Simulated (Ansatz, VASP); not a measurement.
Two plane-wave programs on MgS

INCAR

```
PREC = Accurate
ENCUT = 520
EDIFF = 1E-6
ISMEAR = 0
SIGMA = 0.02
LREAL = F
LASPH = T
NELM = 60
ALGO = Normal
ISIF = 2
LWAVE = F
LCHARG = F
GGA = PS
NBANDS = 11
```

KPOINTS

```
regular mesh
0
Gamma
  8 8 8
```

POSCAR

```
MgS
1.0
    0.0000000000      2.5909905694      2.5909905694
    2.5909905694      0.0000000000      2.5909905694
    2.5909905694      2.5909905694      0.0000000000
Mg S
1 1
Direct
    0.0000000000      0.0000000000      0.0000000000
    0.5000000000      0.5000000000      0.5000000000
```

Input for Ansatz:

```yaml
crystal:
  lattice:
    - [0.0, 2.5909905694, 2.5909905694]
    - [2.5909905694, 0.0, 2.5909905694]
    - [2.5909905694, 2.5909905694, 0.0]
  atoms:
    - { symbol: Mg, position: [0.0, 0.0, 0.0] }
    - { symbol: S, position: [0.5, 0.5, 0.5] }
basis:
  ecutwfc: 420
kpoints:
  mp_grid: { grid: [8, 8, 8] }
  band_path: { path: [VBM, CBM], npoints: 2 }
hamiltonian:
  xc: pbesol
scf:
  occupations: { method: gaussian, width: 0.02 }
output:
  forces: false
  stress: false
  eigenvalues: true
checkpoint:
  read: start.run
  write: ck
  compress: false
  write_wavefunctions: false
  write_every: 100000
```

Alike in both runs: task single point; functional PBEsol; k mesh 8 × 8 × 8; occupations gaussian, width 0.02 eV; no spin polarisation.

|  | VASP | Ansatz |
| --- | --- | --- |
| version | VASP 6.6.1 | Ansatz 0.2.0 |
| potentials or method | VASP PAW PBE potentials, release 64 (Mg, S) | scalar-relativistic, plane waves, PAW |
| plane-wave cutoff (eV) | 520 | 420 |
| valence electrons in the cell | 8 | 16 |

```csv
,VASP,Ansatz,Ansatz less VASP
gap on the k mesh at the Fermi level (eV),2.73,2.73,-0.003
least direct gap on the mesh (eV),3.69,3.69,0.000
```

The functional is the same, so the differences come from potentials, cutoffs and numerics. The two sets of potentials don't hold the same shells in valence.

 A k mesh can miss the band edges. A hybrid or GW would open this gap; PBEsol tends to underestimate it.
